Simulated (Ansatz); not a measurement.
Runs of Ansatz 0.2.0 on Pt. The structure is cubic, space group Fm-3m (No. 225). Conventional cell: a = 3.922 Å, b = 3.922 Å, c = 3.922 Å, α = 90.00°, β = 90.00°, γ = 90.00°. Pt (site symmetry m-3m) has 12 Pt at 2.77 Å as nearest neighbours. 

```csv
level,potentials or basis,k mesh,cutoff (eV),mesh quality,gap on the mesh (eV),pressure (GPa)
revPBE,Ansatz PAW,7 × 7 × 7,420,coarse,none,(a)
PBE,Ansatz PAW,12 × 12 × 12,420,not flagged,none,10.3
RPBE,Ansatz PAW,7 × 7 × 7,420,coarse,none,15.9
PBE,PseudoDojo standard (PBE files),12 × 12 × 12,1143,not flagged,none,(b)
PBE,SPMS NC,12 × 12 × 12,571,not flagged,none,9.8
```

Alike in all rows: task band structure; no spin polarisation; cell as given; smearing fermi-dirac 0.05 eV.

Task: Fill in the values left out.

Result: (a) 14.7; (b) 9.6.

Caveats: some runs use coarse meshes; spin-orbit coupling is left out, which moves the levels of the heavy elements; the PAW data sets come from PBE, with cores solved anew for the run's functional, which leaves a small shift of forces and pressure (some runs).

A k mesh can miss the band edges, and the runs leave out spin-orbit coupling on Pt.

A gap of «none» marks a metal or a gap under the smearing width.
